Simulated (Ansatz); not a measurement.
Zinc-blende ZnTe was calculated with r²SCAN+SOC (PAW; Ansatz, a program for electronic structure).

Run with plane-wave cutoff 560 eV, 10×10×10 k mesh, Fermi–Dirac smearing 0.01 eV, PAW data made under PBE.

Energies at three volumes about the minimum:

```json
[
 {"V (Å³/atom)": "28.012", "E − E_lowest (meV/atom)": "1.83"},
 {"V (Å³/atom)": "28.583", "E − E_lowest (meV/atom)": "0.00"},
 {"V (Å³/atom)": "29.155", "E − E_lowest (meV/atom)": "1.70"}
]
```

**Question.** Fit a parabola by hand: where is the minimum, what lattice constant follows, and what is the bulk modulus?

**Answer.** Slopes: (0.00 − 1.83)/(28.583 − 28.012) = -3.205 and (1.70 − 0.00)/(29.155 − 28.583) = 2.972 meV/Å³. Curvature E″ = 2 × (2.972 − (-3.205))/(29.155 − 28.012) = 10.808 meV/Å⁶. From the middle of the first interval, the slope vanishes at V0 = 28.2975 − (-3.205)/10.808 = 28.594 Å³/atom. B = V0 E″ = 28.594 × 10.808 meV/Å³ × 0.1602 GPa per meV/Å³ = 49.5 GPa. With 8 atoms in the cube, a = (8 × 28.594)^(1/3) = 6.116 Å. The full Birch–Murnaghan fit to all volumes gives V0 = 28.583 Å³/atom and B0 = 49.4 GPa.

Measured, for comparison: bulk modulus 51 ± 3 GPa (room temperature, not corrected to a static lattice; as tabulated in Determination of phase transition pressures of ZnTe under quasihydrostatic …); lattice constant a 6.104 Å (room temperature, not corrected to a static lattice, sources range from 6.089 to 6.104; as tabulated in Albrecht et al. (1997), arXiv:cond-mat/9706128). Computed less measured: bulk modulus -3.1 % (inside the measured uncertainty).
